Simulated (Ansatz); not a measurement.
## How settings move the G0W0 gap of BN (R3m)

A 2-atom cell of BN (R3m) from a materials database, relaxed with r2SCAN+rVV10; one-shot G0W0 in Ansatz without spin-orbit coupling. Calculated for a static, non-magnetic cell.

Space group R3m:H (No. 160). a = 2.500 Å, b = 2.500 Å, c = 9.760 Å, α = 90.00°, β = 90.00°, γ = 120.00°
```json
{"atom": "B", "site": "3a", "symmetry": "3m", "x": "0.0000", "y": "0.0000", "z": "0.0003"}
{"atom": "N", "site": "3a", "symmetry": "3m", "x": "0.6667", "y": "0.3333", "z": "0.0006"}
```

Gaps are read over the mesh points alone. G0W0 here is at a finite number of bands, screening cutoff and k mesh, not at the basis limit.

| start | potentials | frequency model | mesh | empty bands | screening cutoff (eV) | Kohn-Sham gap (eV) | G0W0 gap (eV) | rough cost |
| --- | --- | --- | --- | --- | --- | --- | --- | --- |
| r2SCAN | PAW | contour deformation | 6×6×6 | 28 | 80 | 4.74 | 5.84 | 30 core-seconds |
| r2SCAN | PAW | contour deformation | 6×6×6 | 66 | 140 | 4.74 | 5.97 | 70 core-seconds |
| r2SCAN | PAW | contour deformation | 6×6×6 | 121 | 210 | 4.74 | 6.08 | 2.9 core-minutes |
| HSE06 | PAW | contour deformation | 6×6×6 | 66 | 140 | 5.50 | 6.33 | 100 core-seconds |
| LDA | PAW | contour deformation | 6×6×6 | 66 | 140 | 4.05 | 5.68 | 60 core-seconds |
| PBE | PAW | contour deformation | 6×6×6 | 66 | 140 | 4.23 | 5.73 | 60 core-seconds |
| r2SCAN | PAW | Godby-Needs pole | 6×6×6 | 66 | 140 | 4.74 | 5.93 | 80 core-seconds |
| r2SCAN | PAW | contour deformation | 8×8×8 | 28 | 80 | 4.70 | 5.77 | 2.6 core-minutes |
| r2SCAN | norm-conserving | contour deformation | 6×6×6 | 66 | 140 | 4.73 | 5.98 | 3 core-minutes |

The quasiparticle gap on this mesh is 6.08 eV (k = (0, 1/3, -1/3) to F), against 4.74 eV from r2SCAN: +1.34 eV. Renormalisation factors Z lie between 0.75 and 0.85.

Raising bands and cutoff together moves the gap by +0.13 eV (80 to 140 eV), then +0.11 eV (140 to 210 eV); the last step is still large, so the basis limit isn't reached. Starting from HSE06 (5.50 eV against r2SCAN's 4.74 eV) gives 6.33 eV, +0.36 eV from G0W0@r2SCAN at the same screening cutoff. Starting from LDA (4.05 eV against r2SCAN's 4.74 eV) gives 5.68 eV, -0.29 eV from G0W0@r2SCAN at the same screening cutoff. Starting from PBE (4.23 eV against r2SCAN's 4.74 eV) gives 5.73 eV, -0.24 eV from G0W0@r2SCAN at the same screening cutoff. The Godby-Needs plasmon pole differs from contour deformation by -0.04 eV. An 8×8×8 mesh in place of 6×6×6 changes the opening over r2SCAN by -0.03 eV (the gap on the mesh by -0.07 eV, the r2SCAN gap by -0.04 eV). Norm-conserving potentials (wave cutoff 1252 eV against 500 eV) shift the quasiparticle gap by +0.01 eV and the r2SCAN gap by -0.01 eV. r2SCAN runs take a wave cutoff of 500 eV.

Coordinates of k points refer to the reciprocal vectors of the primitive cell of the runs.
